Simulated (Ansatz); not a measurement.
# Hf (Im-3m) in Ansatz: notebook

Runs on Hf. Level: PBEsol. Tasks: single point, equation of state.

Everything below comes from runs of Ansatz 0.2.0. Logs are shortened: lines on timing, memory, paths and dates and some standing lists are left out, and cuts for length are marked.

## Step 1: The structure

It takes space group Im-3m (No. 229, cubic). The conventional cell has a = 3.610 Å, b = 3.610 Å, c = 3.610 Å, α = 90.00°, β = 90.00°, γ = 90.00°. Around Hf (site symmetry m-3m) lie 8 Hf at 3.13 Å.

This isn't the form of Hf at room conditions, which is hcp.

## Step 2: Single point, PBEsol, 22.11 Å³/atom (volume scaled by 0.94)

Contents of input.yaml:

```yaml
crystal:
  lattice:
    - [-1.7681529262, 1.7681529262, 1.7681529262]
    - [1.7681529262, -1.7681529262, 1.7681529262]
    - [1.7681529262, 1.7681529262, -1.7681529262]
  atoms:
    - { symbol: Hf, position: [0.0, 0.0, 0.0] }
kpoints:
  mp_grid: { grid: [10, 10, 10] }
scf:
  occupations: { method: fermi_dirac, width: 0.05 }
hamiltonian:
  xc: pbesol
  pseudopotentials: { kind: all_electron, lapw: { basis_error: 0.001 } }
output:
  forces: true
  stress: true
  eigenvalues: true
```

Potentials or basis: all-electron LAPW, scalar-relativistic.

The run is started by

```
$ ansatz run input.yaml --threads 1 --pin off --max-ram 3072MiB --backend cpu --events-out ev --progress --plain --runs-dir out
```

Output:

```text
Warning: RAYON_NUM_THREADS=1 ignored (pool sized by the plan → 1); use --threads N
LAPW: plane waves up to 7.689 Å⁻¹, error target 1.0e-3 eV per atom; small_component_spin mean_spin; Hf in spheres of 1.531 Å, 36 of its electrons in bands, Dirac shells [] (how accurate: hamiltonian.pseudopotentials.lapw.basis_error, Limitations)
Engine: ansatz 0.2.0, x86_64-unknown-linux-gnu
Pseudopotentials: kind: all_electron
Pseudopotential: Hf, LAPW, valence charge 36, lapw/all_electron/scalar/gaussian/Hf, Koelling and Harmon's equation, gaussian nucleus
Functional definition: PBEsol
  exchange = pbesol_x
  correlation = pbesol_c
Crystal: 1 atoms, lattice volume = 22.112 Å³
Basis set: ecut = 225.25416197887048 eV, 177 PW (Γ), exchange–correlation at level 2
Bands: 22, of which v1, the nominal top of the filled ones, is band 18 counted from 1 (17 counted from 0)
Symmetry: 48 space group operations
Space group: Im-3m (ITA 229), of the structure as read, at distance tolerance 2.8e-5 Å
k-points: 47 of 1000
Non-local potential: Hf, projectors of the file, none
Initial density: superposition of atomic densities (chi_scale 0.1, normalization cell)
Initial wavefunctions: plane waves of lowest kinetic energy (no species holds an atomic orbital)
Functional: x = pbesol(κ = 0.804, μ = 0.12345679012345678), c = pbesol(β = 0.046)
iter 1 solved again at ethr=2.01e-4 eV; its pass at ethr=1.00e-1 eV (dr2=7.25e-2 eV) is discarded
SCF iter   1: F=—  HF=-410126.876625 eV  |F-HF|=—  |Δ(HF+E_count)|=         —  Δρ=1.95e-2  dr2=7.29e-2  ethr=2.01e-4  ⟨swp⟩=2.8  Hψ=6581  notcnv=0
preconditioner: auto → Kerker (q_TF=auto, 2.959 Å⁻¹)  [metal: Δε(μ)=0.049 eV  Ē_g=17.854 eV  σ=0.050 eV  W_gap=0.24  n_scr=12 (ndim 8)  ℏωp=38.7 eV  f_vac=0.000  D(μ)=1.59/eV (n_scr^D=18)]
SCF iter   2: F=—  HF=-410126.785826 eV  |F-HF|=—  |Δ(HF+E_count)|=   9.08e-2  Δρ=1.05e-2  dr2=2.47e-2  ethr=2.01e-4  ⟨swp⟩=2.0  Hψ=3291  notcnv=0
SCF iter   3: F=—  HF=-410126.770569 eV  |F-HF|=—  |Δ(HF+E_count)|=   1.53e-2  Δρ=7.96e-3  dr2=1.52e-2  ethr=6.85e-5  ⟨swp⟩=2.0  Hψ=3117  notcnv=0
SCF iter   4: F=—  HF=-410126.764349 eV  |F-HF|=—  |Δ(HF+E_count)|=   6.22e-3  Δρ=4.34e-3  dr2=5.28e-3  ethr=4.23e-5  ⟨swp⟩=2.0  Hψ=3113  notcnv=0
iter 5 solved again at ethr=9.95e-7 eV; its pass at ethr=1.47e-5 eV (dr2=3.58e-4 eV) is discarded
SCF iter   5: F=—  HF=-410126.764628 eV  |F-HF|=—  |Δ(HF+E_count)|=   2.79e-4  Δρ=1.10e-3  dr2=3.58e-4  ethr=9.95e-7  ⟨swp⟩=2.0  Hψ=5168  notcnv=0
SCF iter   6: F=—  HF=-410126.764657 eV  |F-HF|=—  |Δ(HF+E_count)|=   2.93e-5  Δρ=3.05e-4  dr2=1.52e-5  ethr=9.94e-7  ⟨swp⟩=2.0  Hψ=3116  notcnv=0
SCF iter   7: F=—  HF=-410126.764656 eV  |F-HF|=—  |Δ(HF+E_count)|=   4.78e-7  Δρ=5.44e-5  dr2=5.03e-7  ethr=4.23e-8  ⟨swp⟩=2.0  Hψ=3116  notcnv=0
SCF iter   8: F=-410126.764656 eV  HF=-410126.764656 eV  |F-HF|=3.84e-9  |Δ(HF+E_count)|=   3.30e-8  Δρ=8.87e-6  dr2=9.44e-9  ethr=1.40e-9  ⟨swp⟩=2.0  Hψ=3116  notcnv=0
SCF 1 converged in 8 iterations: F = -410126.764656 eV  dr2 = 9.44e-9
SCF converged after 8 iterations
Free energy (F): -410126.764656 eV
Harris-Foulkes:  -410126.764656 eV  (|F-HF|=3.84e-9)
Internal energy: -410126.751212 eV  (E = F + TS)
E sigma→0 (E₀):  -410126.757934 eV
Entropy (-TS):   -0.013445 eV (-13.445 meV/atom)
Fermi energy:    19.982079 eV
--- Per-component energies (eV) ---
  E_band       = -1758.652802
  E_kinetic    = 456300.547985
  E_xc         = -8290.633851
  E_electrostatic = -858136.665345  (all electrons and nuclei)
  E_smearing   = -0.013445  (= −TS)
  E_closure    = 0.000000  (closes the sum)
  E_atoms      = -410119.037880  (free atoms, spherical and without spin; not in F)
  Σ components = -410126.764656   (vs F -410126.764656, Δ=0.00e0)
  Basis errors (estimates in eV, not in F): energy 2.3e-4 per atom: plane waves 2.2e-4 (1.2e-4 summed), levels above the bands 1.4e-65, relativity 3.9e-8, radial functions 8.2e-6, core shells 3.5e-7; eigenvalues (radial functions only) 9.1e-7; not estimated: angular momenta, meshes, grids; target (lapw.basis_error) 1.0e-3; muffin-tin radii Hf 1.531 Å
--- Forces (eV/Å), atoms counted from 1 ---
  atom   1  Hf    -0.00000000     0.00000000     0.00000000
  max |Σ_I F_I| component: 5.42e-31 eV/Å
--- Stress (GPa, compression-positive) ---
       -3.732596      -0.000000      -0.000000
       -0.000000      -3.732596      -0.000000
       -0.000000      -0.000000      -3.732596
  P = ⅓ Tr σ = -3.7326 GPa (-37.326 kbar)
--- Band table (eV; the first three rows and the last of 47) ---
  k-point 0: bands = ["-180.7488", "-180.7488", "-180.7477", "-180.7477", "-180.7477", "-41.5093", "-9.7621", "-9.7621", "-9.7621", "8.5196", "8.5196", "8.5196", "8.5949", "8.5949", "8.5949", "8.6269", "12.9029", "21.4803", "21.4803", "21.4803", "24.3085", "24.3085"]
  k-point 1: bands = ["-180.7488", "-180.7488", "-180.7477", "-180.7477", "-180.7477", "-41.5025", "-9.8496", "-9.7894", "-9.7625", "8.5219", "8.5248", "8.5249", "8.5899", "8.5929", "8.5931", "8.6202", "13.2736", "21.2280", "21.3675", "21.8532", "23.9473", "24.3106"]
  k-point 2: bands = ["-180.7488", "-180.7488", "-180.7477", "-180.7477", "-180.7477", "-41.4845", "-10.0725", "-9.8602", "-9.7635", "8.5268", "8.5387", "8.5391", "8.5780", "8.5818", "8.5896", "8.6101", "14.2792", "20.6436", "20.8531", "22.9353", "23.6974", "24.3792"]
  k-point 46: bands = ["-180.7488", "-180.7488", "-180.7477", "-180.7477", "-180.7477", "-41.3831", "-10.3627", "-10.3627", "-10.3627", "8.5024", "8.5524", "8.5524", "8.5524", "8.6042", "8.6042", "8.6042", "17.3502", "17.3502", "26.8298", "26.8298", "26.8298", "27.2912"]
```

Run time: 1.9 s. Hardware: 1 thread of AMD EPYC 9R45 (Zen 5), shared host; peak memory 0.28 GiB.

What came out:

```
Free energy            : -410126.7647 eV
Pressure               : -3.7 GPa
Band gap on the k mesh : none (metal or under the smearing width)
```

## Step 3: Single point, PBEsol, 22.58 Å³/atom (volume scaled by 0.96)

input.yaml, as its differences from that of step 2:

```diff
@@ -2,5 +2,5 @@
   lattice:
-    - [-1.7681529262, 1.7681529262, 1.7681529262]
-    - [1.7681529262, -1.7681529262, 1.7681529262]
-    - [1.7681529262, 1.7681529262, -1.7681529262]
+    - [-1.7806051177, 1.7806051177, 1.7806051177]
+    - [1.7806051177, -1.7806051177, 1.7806051177]
+    - [1.7806051177, 1.7806051177, -1.7806051177]
   atoms:
```

Potentials or basis: all-electron LAPW, scalar-relativistic.

The run is started by

```
$ ansatz run input.yaml --threads 1 --pin off --max-ram 3072MiB --backend cpu --events-out ev --progress --plain --runs-dir out
```

It took 1.9 s on 1 thread of AMD EPYC 9R45 (Zen 5), shared host; peak memory 0.28 GiB.

It converged, with:

* Free energy: -410126.7508 eV
* Pressure: -5.7 GPa
* Band gap on the k mesh: none (metal or under the smearing width)

## Step 4: Single point, PBEsol, 23.05 Å³/atom (volume scaled by 0.98)

input.yaml, as its differences from that of step 3:

```diff
@@ -2,5 +2,5 @@
   lattice:
-    - [-1.7806051177, 1.7806051177, 1.7806051177]
-    - [1.7806051177, -1.7806051177, 1.7806051177]
-    - [1.7806051177, 1.7806051177, -1.7806051177]
+    - [-1.792885541, 1.792885541, 1.792885541]
+    - [1.792885541, -1.792885541, 1.792885541]
+    - [1.792885541, 1.792885541, -1.792885541]
   atoms:
```

The run is started by

```
$ ansatz run input.yaml --threads 1 --pin off --max-ram 3072MiB --backend cpu --events-out ev --progress --plain --runs-dir out
```

It took 1.9 s on 1 thread of AMD EPYC 9R45 (Zen 5), shared host; peak memory 0.28 GiB.

Results (log left out):

- Free energy: -410126.7316 eV
- Pressure: -7.4 GPa
- Band gap on the k mesh: none (metal or under the smearing width)

## Step 5: Single point, PBEsol, 23.52 Å³/atom

input.yaml, as its differences from that of step 4:

```diff
@@ -2,5 +2,5 @@
   lattice:
-    - [-1.792885541, 1.792885541, 1.792885541]
-    - [1.792885541, -1.792885541, 1.792885541]
-    - [1.792885541, 1.792885541, -1.792885541]
+    - [-1.805, 1.805, 1.805]
+    - [1.805, -1.805, 1.805]
+    - [1.805, 1.805, -1.805]
   atoms:
```

The run is started by

```
$ ansatz run input.yaml --threads 1 --pin off --max-ram 3072MiB --backend cpu --events-out ev --progress --plain --runs-dir out
```

Wall time 1.9 s (1 thread of AMD EPYC 9R45 (Zen 5), shared host); peak memory 0.28 GiB.

The run converged. Its results:

- Free energy: -410126.7075 eV
- Pressure: -9.0 GPa
- Band gap on the k mesh: none (metal or under the smearing width)

## Step 6: Single point, PBEsol, 23.99 Å³/atom (volume scaled by 1.02)

input.yaml, as its differences from that of step 5:

```diff
@@ -2,5 +2,5 @@
   lattice:
-    - [-1.805, 1.805, 1.805]
-    - [1.805, -1.805, 1.805]
-    - [1.805, 1.805, -1.805]
+    - [-1.8169539908, 1.8169539908, 1.8169539908]
+    - [1.8169539908, -1.8169539908, 1.8169539908]
+    - [1.8169539908, 1.8169539908, -1.8169539908]
   atoms:
```

Potentials or basis: all-electron LAPW, scalar-relativistic.

The run is started by

```
$ ansatz run input.yaml --threads 1 --pin off --max-ram 3072MiB --backend cpu --events-out ev --progress --plain --runs-dir out
```

Wall time 1.9 s (1 thread of AMD EPYC 9R45 (Zen 5), shared host); peak memory 0.29 GiB.

Results (log left out):

| Item | Value |
| --- | --- |
| Free energy | -410126.6789 eV |
| Pressure | -10.4 GPa |
| Band gap on the k mesh | none (metal or under the smearing width) |

## Step 7: Single point, PBEsol, 24.46 Å³/atom (volume scaled by 1.04)

input.yaml, as its differences from that of step 6:

```diff
@@ -2,5 +2,5 @@
   lattice:
-    - [-1.8169539908, 1.8169539908, 1.8169539908]
-    - [1.8169539908, -1.8169539908, 1.8169539908]
-    - [1.8169539908, 1.8169539908, -1.8169539908]
+    - [-1.8287527239, 1.8287527239, 1.8287527239]
+    - [1.8287527239, -1.8287527239, 1.8287527239]
+    - [1.8287527239, 1.8287527239, -1.8287527239]
   atoms:
```

The run is started by

```
$ ansatz run input.yaml --threads 1 --pin off --max-ram 3072MiB --backend cpu --events-out ev --progress --plain --runs-dir out
```

Run time: 1.9 s. Hardware: 1 thread of AMD EPYC 9R45 (Zen 5), shared host; peak memory 0.28 GiB.

The run converged. Its results:

* Free energy: -410126.6463 eV
* Pressure: -11.7 GPa
* Band gap on the k mesh: none (metal or under the smearing width)

## Step 8: Single point, PBEsol, 24.93 Å³/atom (volume scaled by 1.06)

input.yaml, as its differences from that of step 7:

```diff
@@ -2,5 +2,5 @@
   lattice:
-    - [-1.8287527239, 1.8287527239, 1.8287527239]
-    - [1.8287527239, -1.8287527239, 1.8287527239]
-    - [1.8287527239, 1.8287527239, -1.8287527239]
+    - [-1.8404011445, 1.8404011445, 1.8404011445]
+    - [1.8404011445, -1.8404011445, 1.8404011445]
+    - [1.8404011445, 1.8404011445, -1.8404011445]
   atoms:
```

The run is started by

```
$ ansatz run input.yaml --threads 1 --pin off --max-ram 3072MiB --backend cpu --events-out ev --progress --plain --runs-dir out
```

Run time: 1.9 s. Hardware: 1 thread of AMD EPYC 9R45 (Zen 5), shared host; peak memory 0.28 GiB.

The run converged. Its results:

| Quantity | Value |
| --- | --- |
| Free energy | -410126.6101 eV |
| Pressure | -12.9 GPa |
| Band gap on the k mesh | none (metal or under the smearing width) |

## Step 9: Equation of state, PBEsol

Potentials or basis: all-electron LAPW, scalar-relativistic.

This step only gathers the single runs of the series.

What came out:

```yaml
Equilibrium_volume: "21.32 Å³/atom (rough: see the caveat)"
Bulk_modulus: 109 GPa (rough)
```

Energy against volume, from the lowest point:
| volume (Å³/atom) | energy (meV/atom) |
| --- | --- |
| 22.112 | 0.00 |
| 22.582 | 13.83 |
| 23.052 | 33.06 |
| 23.523 | 57.19 |
| 23.993 | 85.75 |
| 24.464 | 118.32 |
| 24.934 | 154.52 |

Caveat: the minimum lies outside the volumes run. The run has no spin-orbit coupling, so splittings on Hf are missing.
